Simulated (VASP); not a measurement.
# Cu2O (Pn-3m) in VASP: a series of runs

The runs below take Cu2O through relaxation of cell and atoms, with PBEsol.

All numbers are computed with VASP 6.6.1; they aren't measurements. Logs are shortened: lines on timing, memory, paths and dates and some standing lists are left out, and cuts for length are marked.

### Step 1. The crystal as given

The structure is cubic, space group Pn-3m (No. 224). Conventional cell: a = 4.260 Å, b = 4.260 Å, c = 4.260 Å, α = 90.00°, β = 90.00°, γ = 90.00°. Around Cu (site symmetry -3m) lie 2 O at 1.84 Å. O (site symmetry -43m) is surrounded by 4 Cu at 1.84 Å.

### Step 2. Relaxation of cell and atoms, PBEsol

INCAR

```
SYSTEM = Cu2O
ALGO     = Normal         ! electronic algorithm
EDIFF    = 1E-6           ! SCF threshold, eV
EDIFFG   = -0.01          ! ionic threshold
ENCUT    = 600            ! plane-wave cutoff, eV
GGA      = PS             ! functional
IBRION   = 2              ! ionic algorithm
ISIF     = 3              ! what is computed and relaxed
ISMEAR   = 0              ! smearing method
KPAR     = 2            
LASPH    = .TRUE.         ! aspherical terms in the spheres
LCHARG   = .FALSE.        ! write CHGCAR
LREAL    = .FALSE.        ! projectors in reciprocal space
LWAVE    = .FALSE.        ! write WAVECAR
NELM     = 80             ! most SCF steps
NSW      = 90             ! ionic steps
PREC     = Accurate       ! precision mode
SIGMA    = 0.03           ! smearing width, eV
```

KPOINTS

```
k-points
0
G
  6 6 6
  0 0 0
```

POSCAR

```
Cu2O
1.0
    4.2600000000      0.0000000000      0.0000000000
    0.0000000000      4.2600000000      0.0000000000
    0.0000000000      0.0000000000      4.2600000000
Cu O
4 2
Direct
    0.2500000000      0.2500000000      0.2500000000
    0.2500000000      0.7500000000      0.7500000000
    0.7500000000      0.7500000000      0.2500000000
    0.7500000000      0.2500000000      0.7500000000
    0.0000000000      0.0000000000      0.0000000000
    0.5000000000      0.5000000000      0.5000000000
```

Potentials or basis: VASP PAW PBE potentials, release 64 (Cu, O).

The run is started by

```bash
> cat potpaw_PBE.64/Cu/POTCAR potpaw_PBE.64/O/POTCAR > POTCAR
> mpirun -np 2 vasp_std > vasp.out
```

OUTCAR:

```text
SYSTEM = Cu2O
   EDIFF = 1E-6
   EDIFFG = -0.01
   ENCUT = 600
   GGA = PS
   IBRION = 2
   ISIF = 3
   ISMEAR = 0
   LASPH = .TRUE.
   LREAL = .FALSE.
   NELM = 80
   NSW = 90
   PREC = Accurate

 ion  position               nearest neighbor table
   1  0.250  0.250  0.250-   5 1.84   6 1.84
   2  0.250  0.750  0.750-   5 1.84   6 1.84
   3  0.750  0.750  0.250-   5 1.84   6 1.84
   4  0.750  0.250  0.750-   5 1.84   6 1.84
   5  0.000  0.000  0.000-   1 1.84   2 1.84   3 1.84   4 1.84
   6  0.500  0.500  0.500-   1 1.84   2 1.84   3 1.84   4 1.84

  LATTYP: Found a simple cubic cell.
 ALAT       =     4.2600000000

  Lattice vectors:

 A1 = (   4.2600000000,   0.0000000000,   0.0000000000)
 A2 = (   0.0000000000,   4.2600000000,   0.0000000000)
 A3 = (   0.0000000000,   0.0000000000,   4.2600000000)

Analysis of symmetry for initial positions (statically):
=====================================================================
 Subroutine PRICEL returns:
 Original cell was already a primitive cell.

 Routine SETGRP: Setting up the symmetry group for a
 simple cubic supercell.

 Subroutine GETGRP returns: Found 48 space group operations
 (whereof 24 operations were pure point group operations)
 out of a pool of 48 trial point group operations.

The static configuration has the point symmetry T_d .
 The point group associated with its full space group is O_h .

Analysis of symmetry for dynamics (positions and initial velocities):
=====================================================================
 Subroutine PRICEL returns:
 Original cell was already a primitive cell.

 Routine SETGRP: Setting up the symmetry group for a
 simple cubic supercell.

 Subroutine GETGRP returns: Found 48 space group operations
 (whereof 24 operations were pure point group operations)
 out of a pool of 48 trial point group operations.

The dynamic configuration has the point symmetry T_d .
 The point group associated with its full space group is O_h .

 Subroutine INISYM returns: Found 48 space group operations
 (whereof 24 operations are pure point group operations),
 and found     1 'primitive' translations

----------------------------------------------------------------------------------------

                                     Primitive cell

  volume of cell :      77.3088

  direct lattice vectors                    reciprocal lattice vectors
     4.260000000  0.000000000  0.000000000     0.234741784  0.000000000  0.000000000
     0.000000000  4.260000000  0.000000000     0.000000000  0.234741784  0.000000000
     0.000000000  0.000000000  4.260000000     0.000000000  0.000000000  0.234741784

  length of vectors
     4.260000000  4.260000000  4.260000000     0.234741784  0.234741784  0.234741784

  position of ions in fractional coordinates (direct lattice)
     0.250000000  0.250000000  0.250000000
     0.250000000  0.750000000  0.750000000
     0.750000000  0.750000000  0.250000000
     0.750000000  0.250000000  0.750000000
     0.000000000  0.000000000  0.000000000
     0.500000000  0.500000000  0.500000000

  ion indices of the primitive-cell ions
   primitive index   ion index
                 1           1
                 2           2
                 3           3
                 4           4
                 5           5
                 6           6

----------------------------------------------------------------------------------------

 KPOINTS: k-points

Automatic generation of k-mesh.
 Grid dimensions read from file:
 generate k-points for:    6    6    6

 Generating k-lattice:

  Cartesian coordinates                     Fractional coordinates (reciprocal lattice)
     0.039123631  0.000000000  0.000000000     0.166666667  0.000000000  0.000000000
     0.000000000  0.039123631  0.000000000     0.000000000  0.166666667  0.000000000
     0.000000000  0.000000000  0.039123631     0.000000000  0.000000000  0.166666667

  Length of vectors
     0.039123631  0.039123631  0.039123631

  Shift w.r.t. Gamma in fractional coordinates (k-lattice)
     0.000000000  0.000000000  0.000000000

 Subroutine IBZKPT returns following result:
 ===========================================

 Found     20 irreducible k-points:

 Following reciprocal coordinates:
            Coordinates               Weight
  0.000000  0.000000  0.000000      1.000000
  0.166667  0.000000  0.000000      6.000000
  0.333333  0.000000  0.000000      6.000000
  0.500000  0.000000  0.000000      3.000000
  0.166667  0.166667  0.000000     12.000000
  0.333333  0.166667  0.000000     24.000000
[... 12 lines left out ...]
  0.500000  0.500000  0.333333      6.000000
  0.500000  0.500000  0.500000      1.000000
   k-points           NKPTS =     20   k-points in BZ     NKDIM =     20   number of bands    NBANDS=     33
   number of dos      NEDOS =    301   number of ions     NIONS =      6
   total plane-waves  NPLWV =  46656
   dimension x,y,z NGX =    36 NGY =   36 NGZ =   36
   dimension x,y,z NGXF=    72 NGYF=   72 NGZF=   72
   ions per type =               4   2
   NGX,Y,Z   is equivalent  to a cutoff of  14.05, 14.05, 14.05 a.u.
   NGXF,Y,Z  is equivalent  to a cutoff of  28.10, 28.10, 28.10 a.u.
 SYSTEM =  Cu2O
   PREC   = accura    normal or accurate (medium, high low for compatibility)
   ISTART =      0    job   : 0-new  1-cont  2-samecut
   ICHARG =      2    charge: 1-file 2-atom 10-const
   ISPIN  =      1    spin polarized calculation?
   LNONCOLLINEAR =      F non collinear calculations
   LSORBIT =      F    spin-orbit coupling
   LASPH  =      T    aspherical Exc in radial PAW
   ENCUT  =  600.0 eV  44.10 Ry    6.64 a.u.   8.51  8.51  8.51*2*pi/ulx,y,z
   NELM   =     80;   NELMIN=  2; NELMDL= -5     # of ELM steps
   EDIFF  = 0.1E-05   stopping-criterion for ELM
   LREAL  =      F    real-space projection
   EDIFFG = -.1E-01   stopping-criterion for IOM
   NSW    =     90    number of steps for IOM
   IBRION =      2    ionic relax: 0-MD 1-quasi-New 2-CG
   NFREE  =      1    steps in history (QN), initial steepest desc. (CG)
   ISIF   =      3    stress and relaxation
   ISYM   =      2    0-nonsym 1-usesym 2-fastsym
   POTIM  = 0.5000    time-step for ionic-motion
   TEBEG  =    0.0;   TEEND  =   0.0 temperature during run
   PSTRESS=    0.0 pullay stress
   NELECT =      56.0000    total number of electrons
   NUPDOWN=      -1.0000    fix difference up-down
   EMIN   =  10.00;   EMAX   =-10.00  energy-range for DOS
   EFERMI =   0.00;   METHOD = LEGACY
   ISMEAR =     0;   SIGMA  =   0.03  broadening in eV -4-tet -1-fermi 0-gaus
   EFERMI_NEDOS =   21; number of points for ismear=-14 and -15
   IALGO  =     38    algorithm
   IMIX   =      4    mixing-type and parameters
     AMIX     =   0.40;   BMIX     =  1.00
     AMIX_MAG =   1.60;   BMIX_MAG =  1.00
  volume/ion in A,a.u.               =      12.88        86.95
  Fermi-wavevector in a.u.,A,eV,Ry     =   1.470261  2.778391 29.411289  2.161669
  Thomas-Fermi vector in A             =   2.585540
   LORBIT       =      0    0 simple, 1 ext, 2 COOP (PROOUT), +10 PAW based schemes
   GGA     = PS    functional components
   LHFCALC =     F    Hartree Fock is set to
   AEXX    =    0.0000 exact exchange contribution
   IVDW    =     0    specifies the selected vdW correction
   LEPSILON=     F    determine dielectric tensor
   LRPA    =     F    only Hartree local field effects (RPA)
 conjugate gradient relaxation of ions
 non-spin polarized calculation
 Gauss-broadening in eV      SIGMA  =   0.03
  energy-cutoff  :      600.00
  volume of cell :       77.31
 maximum number of plane-waves:      2601
 NGX is ok and might be reduce to    36
   NGX = 17   NGY = 17   NGZ = 17

--------------------------------------- Ionic step        1  -------------------------------------------

 number of electron      55.9999977 magnetization

 Free energy of the ion-electron system (eV)
  ---------------------------------------------------
  ext. energy  EPLUGINS =         0.00000000
  ---------------------------------------------------
  free energy    TOTEN  =       -29.95998794 eV

  energy without entropy =      -29.95998794  energy(sigma->0) =      -29.95998794

------------------------ aborting loop because EDIFF is reached ----------------------------------------

  FORCE on cell =-STRESS in cart. coord.  units (eV):
  Direction    XX          YY          ZZ          XY          YZ          ZX
  --------------------------------------------------------------------------------------
  -------------------------------------------------------------------------------------
  Total       -1.2138706     -1.2138706     -1.2138706     -0.0000000      0.0000000      0.0000000
  in kB      -25.1567299    -25.1567299    -25.1567299     -0.0000000      0.0000000      0.0000000
  external PRESSURE =     -25.1567299 kB  Pullay stress =       0.0000000 kB
[... 65 lines left out ...]
  energy  without entropy=      -29.9699198499  energy(sigma->0) =      -29.96991985

--------------------------------------- Ionic step        3  -------------------------------------------

 number of electron      56.0000013 magnetization

 Free energy of the ion-electron system (eV)
  ---------------------------------------------------
  ext. energy  EPLUGINS =         0.00000000
  ---------------------------------------------------
  free energy    TOTEN  =       -29.97244474 eV

  energy without entropy =      -29.97244474  energy(sigma->0) =      -29.97244474

 E-fermi :   4.9673     XC(G=0): -11.3907

 val. band max:        4.8381704454   @ k =   0.0000   0.0000   0.0000
 cond. band min:       5.3898641909   @ k =   0.0000   0.0000   0.0000
 fundamental gap:      0.5516937455
 Fermi energy:         4.9672956987

 k-point     1 :       0.0000    0.0000    0.0000
  band No.  band energies     occupation
      1     -15.4325      2.00000
      2     -14.6348      2.00000
      3      -2.6450      2.00000
      4      -2.6450      2.00000
      5      -2.6450      2.00000
      6      -0.1975      2.00000
[... 742 lines left out ...]
  FREE ENERGIE OF THE ION-ELECTRON SYSTEM (eV)
  ---------------------------------------------------
  free  energy   TOTEN  =       -29.9724447441 eV

  energy  without entropy=      -29.9724447441  energy(sigma->0) =      -29.97244474

 reached required accuracy - stopping structural energy minimisation
```

Run time: 56 s. Hardware: 2 MPI ranks of AMD EPYC 9R45 (Zen 5), shared host; peak memory 0.21 GiB.

What came out:

```yaml
Free_energy: -29.9724 eV
Relaxed_volume: 12.62 Å³/atom
Relaxed_cell: a = 4.231 Å, b = 4.231 Å, c = 4.231 Å, α = 90.00°, β = 90.00°, γ = 90.00°
Space_group_after_relaxing_to_0.05_Å: Pn-3m (No. 224)
Energy_gained_by_relaxing: 2.1 meV/atom
Ionic_steps: 3
Pressure_after_relaxing: 0.0 GPa
Band_gap_on_the_k_mesh: 0.55 eV, direct
```

The path:
```csv
step,energy change (eV),largest force (eV/Å),pressure (GPa),volume (Å³)
1,0.0000,0.0000,-2.52,77.31
2,-0.0099,0.0000,1.14,75.07
3,-0.0125,0.0000,0.04,75.75
```

Final structure:
```xyz
6
Lattice="4.2311 0.0000 0.0000 0.0000 4.2311 0.0000 0.0000 0.0000 4.2311" Properties=species:S:1:pos:R:3 pbc="T T T"
Cu    1.0578    1.0578    1.0578
Cu    1.0578    3.1733    3.1733
Cu    3.1733    3.1733    1.0578
Cu    3.1733    1.0578    3.1733
O     0.0000    0.0000    0.0000
O     2.1156    2.1156    2.1156
```

Levels at points of the mesh, in eV from the valence-band top:
| k point | band 25 | band 26 | band 27 | band 28 | band 29 | band 30 | band 31 | band 32 |
| --- | --- | --- | --- | --- | --- | --- | --- | --- |
| (0.00, 0.00, 0.00) | -1.61 | 0.00 | 0.00 | 0.00 | 0.55 | 1.11 | 1.11 | 8.03 |
| (0.50, 0.00, 0.00) | -1.23 | -1.23 | -0.41 | -0.41 | 2.29 | 2.29 | 4.18 | 4.18 |
| (0.50, 0.50, 0.00) | -1.24 | -1.24 | -0.68 | -0.68 | 1.88 | 1.88 | 3.87 | 3.87 |
| (0.50, 0.50, 0.50) | -1.03 | -0.59 | -0.59 | -0.59 | 2.37 | 2.37 | 2.37 | 4.93 |

Caveat: the PAW data sets were made with another functional, which shifts forces and pressure a little. A hybrid or GW would open this gap; PBEsol tends to underestimate it.

### Step 3. Relaxation of cell and atoms, PBEsol

This run uses another cell than the first one, of 12.62 Å³/atom, 0.980 times its volume.

INCAR: that of step 2 with these lines changed.

```diff
@@ -2,4 +2,4 @@
 ALGO     = Normal         ! electronic algorithm
-EDIFF    = 1E-6           ! SCF threshold, eV
-EDIFFG   = -0.01          ! ionic threshold
+EDIFF    = 1E-7           ! SCF threshold, eV
+EDIFFG   = -0.005         ! ionic threshold
 ENCUT    = 600            ! plane-wave cutoff, eV
```

KPOINTS is that of step 2.

POSCAR

```
Cu2O                                    
1.0
    4.2311326687      0.0000000000      0.0000000000
   -0.0000000000      4.2311326687     -0.0000000000
    0.0000000000      0.0000000000      4.2311326687
  Cu              O             
     4     2
Direct
     0.2500000000000000    0.2500000000000000    0.2500000000000000
     0.2500000000000000    0.7500000000000000    0.7500000000000000
     0.7500000000000000    0.7500000000000000    0.2500000000000000
     0.7500000000000000    0.2500000000000000    0.7500000000000000
     0.0000000000000000    0.0000000000000000    0.0000000000000000
     0.5000000000000000    0.5000000000000000    0.5000000000000000
```

Potentials or basis: VASP PAW PBE potentials, release 64 (Cu, O).

The run is started by

```bash
> cat potpaw_PBE.64/Cu/POTCAR potpaw_PBE.64/O/POTCAR > POTCAR
> mpirun -np 2 vasp_std > vasp.out
```

OUTCAR:

```text
SYSTEM = Cu2O
   EDIFF = 1E-7
   EDIFFG = -0.005
   ENCUT = 600
   GGA = PS
   IBRION = 2
   ISIF = 3
   ISMEAR = 0
   LASPH = .TRUE.
   LREAL = .FALSE.
   NELM = 80
   NSW = 90
   PREC = Accurate

 ion  position               nearest neighbor table
   1  0.250  0.250  0.250-   5 1.83   6 1.83
   2  0.250  0.750  0.750-   5 1.83   6 1.83
   3  0.750  0.750  0.250-   5 1.83   6 1.83
   4  0.750  0.250  0.750-   5 1.83   6 1.83
   5  0.000  0.000  0.000-   1 1.83   2 1.83   3 1.83   4 1.83
   6  0.500  0.500  0.500-   1 1.83   2 1.83   3 1.83   4 1.83

  LATTYP: Found a simple cubic cell.
 ALAT       =     4.2311326687

  Lattice vectors:

 A1 = (   4.2311326687,   0.0000000000,   0.0000000000)
 A2 = (   0.0000000000,   4.2311326687,   0.0000000000)
 A3 = (   0.0000000000,   0.0000000000,   4.2311326687)

Analysis of symmetry for initial positions (statically):
=====================================================================
 Subroutine PRICEL returns:
 Original cell was already a primitive cell.

 Routine SETGRP: Setting up the symmetry group for a
[... 180 lines left out ...]
 fundamental gap:      0.5516882941
 Fermi energy:         4.9673800823

 k-point     1 :       0.0000    0.0000    0.0000
  band No.  band energies     occupation
      1     -15.4325      2.00000
      2     -14.6348      2.00000
      3      -2.6450      2.00000
      4      -2.6450      2.00000
      5      -2.6450      2.00000
      6      -0.1974      2.00000
[... 709 lines left out ...]
     32       9.7708      0.00000
     33       9.7708      0.00000

------------------------ aborting loop because EDIFF is reached ----------------------------------------

  FORCE on cell =-STRESS in cart. coord.  units (eV):
  Direction    XX          YY          ZZ          XY          YZ          ZX
  --------------------------------------------------------------------------------------
  -------------------------------------------------------------------------------------
  Total        0.0101458      0.0101458      0.0101458     -0.0000000     -0.0000000      0.0000000
  in kB        0.2145990      0.2145990      0.2145990     -0.0000000     -0.0000000      0.0000000
  external PRESSURE =       0.2145990 kB  Pullay stress =       0.0000000 kB

 VOLUME and BASIS-vectors are now :
 -----------------------------------------------------------------------------
  energy-cutoff  :      600.00
  volume of cell :       75.75
      direct lattice vectors                 reciprocal lattice vectors
     4.231132669  0.000000000  0.000000000     0.236343334  0.000000000  0.000000000
     0.000000000  4.231132669  0.000000000     0.000000000  0.236343334  0.000000000
     0.000000000  0.000000000  4.231132669     0.000000000  0.000000000  0.236343334

 POSITION                                       TOTAL-FORCE (eV/Angst)
 -----------------------------------------------------------------------------------
      1.05778      1.05778      1.05778        -0.000000      0.000000      0.000000
      1.05778      3.17335      3.17335         0.000000      0.000000      0.000000
      3.17335      3.17335      1.05778         0.000000     -0.000000     -0.000000
      3.17335      1.05778      3.17335        -0.000000     -0.000000      0.000000
      0.00000      0.00000      0.00000         0.000000     -0.000000     -0.000000
      2.11557      2.11557      2.11557         0.000000     -0.000000     -0.000000
 -----------------------------------------------------------------------------------
    total drift:                                0.000000      0.000000      0.000000

  FREE ENERGIE OF THE ION-ELECTRON SYSTEM (eV)
  ---------------------------------------------------
  free  energy   TOTEN  =       -29.9703716370 eV

  energy  without entropy=      -29.9703716370  energy(sigma->0) =      -29.97037164

 reached required accuracy - stopping structural energy minimisation
```

CONTCAR:

```text
Cu2O
   1.00000000000000
     4.2311326686999999    0.0000000000000000    0.0000000000000000
     0.0000000000000000    4.2311326686999999    0.0000000000000000
     0.0000000000000000    0.0000000000000000    4.2311326686999999
  Cu              O
     4     2
Direct
     0.2500000000000000    0.2500000000000000    0.2500000000000000
     0.2500000000000000    0.7500000000000000    0.7500000000000000
     0.7500000000000000    0.7500000000000000    0.2500000000000000
     0.7500000000000000    0.2500000000000000    0.7500000000000000
     0.0000000000000000    0.0000000000000000    0.0000000000000000
     0.5000000000000000    0.5000000000000000    0.5000000000000000

  0.00000000E+00  0.00000000E+00  0.00000000E+00
  0.00000000E+00  0.00000000E+00  0.00000000E+00
  0.00000000E+00  0.00000000E+00  0.00000000E+00
  0.00000000E+00  0.00000000E+00  0.00000000E+00
  0.00000000E+00  0.00000000E+00  0.00000000E+00
  0.00000000E+00  0.00000000E+00  0.00000000E+00
```

It took 27 s on 2 MPI ranks of AMD EPYC 9R45 (Zen 5), shared host; peak memory 0.19 GiB.

What came out:

```
Free energy             : -29.9704 eV
Pressure after relaxing : 0.0 GPa
Band gap on the k mesh  : 0.55 eV, direct
```

Final structure:
```
Cu O
1.0
     4.23113    0.00000    0.00000
     0.00000    4.23113    0.00000
     0.00000    0.00000    4.23113
Cu O
4 2
Direct
  0.25000 0.25000 0.25000
  0.25000 0.75000 0.75000
  0.75000 0.75000 0.25000
  0.75000 0.25000 0.75000
  0.00000 0.00000 0.00000
  0.50000 0.50000 0.50000
```

Levels at points of the mesh, in eV from the valence-band top:
| k point | band 25 | band 26 | band 27 | band 28 | band 29 | band 30 | band 31 | band 32 |
| --- | --- | --- | --- | --- | --- | --- | --- | --- |
| (0.00, 0.00, 0.00) | -1.61 | 0.00 | 0.00 | 0.00 | 0.55 | 1.11 | 1.11 | 8.03 |
| (0.50, 0.00, 0.00) | -1.23 | -1.23 | -0.41 | -0.41 | 2.29 | 2.29 | 4.18 | 4.18 |
| (0.50, 0.50, 0.00) | -1.24 | -1.24 | -0.68 | -0.68 | 1.88 | 1.88 | 3.87 | 3.87 |
| (0.50, 0.50, 0.50) | -1.03 | -0.59 | -0.59 | -0.59 | 2.37 | 2.37 | 2.37 | 4.93 |

Caveat: the relaxation stopped at its first step, so nothing moved; the PAW data sets were made with another functional, which shifts forces and pressure a little. A k mesh can miss the band edges.
